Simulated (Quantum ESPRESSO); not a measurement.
The system is HfO2.

```
Hf O
1.0
     5.11800    0.00000    0.00000
     0.00000    5.18570    0.00000
    -0.85866    0.00000    5.21387
Hf O
4 8
Direct
  0.27550 0.46030 0.70800
  0.72450 0.96030 0.79200
  0.72450 0.53970 0.29200
  0.27550 0.03970 0.20800
  0.07420 0.16840 0.84670
  0.92580 0.66840 0.65330
  0.92580 0.83160 0.15330
  0.07420 0.33160 0.34670
  0.44870 0.74190 0.98010
  0.55130 0.24190 0.51990
  0.55130 0.25810 0.01990
  0.44870 0.75810 0.48010
```

Base run:

```yaml
Program: Quantum ESPRESSO 7.5
Functional: PBE
Potentials_or_basis: SSSP 1.3 efficiency PBE
Cutoff: 816 eV
Density_cutoff: 5987 eV
k_mesh: 5 × 5 × 5
Occupations: fermi-dirac, width 0.05 eV
Spin: no spin polarisation
```

Its results: band gap on the k mesh 4.20 eV, indirect (least direct gap 4.27 eV); pressure 3.9 GPa; largest force 0.461 eV/Å.

The run is repeated on the same cell with these changes: potentials or basis from SSSP 1.3 efficiency PBE to PseudoDojo 0.5 SR PBE standard; cutoff from 816 eV to 1143 eV; density cutoff from 5987 eV to 4572 eV. What comes out?

Band gap on the k mesh 4.21 eV, indirect (least direct gap 4.28 eV); pressure 3.4 GPa; largest force 0.451 eV/Å.

Caveats: spin-orbit coupling is left out, which moves the levels of the heavy elements; an odd mesh through Γ misses points on the zone boundary, where band edges often lie (some runs); some levels on the path didn't converge (some runs).

Not every run made on this cell is shown here.
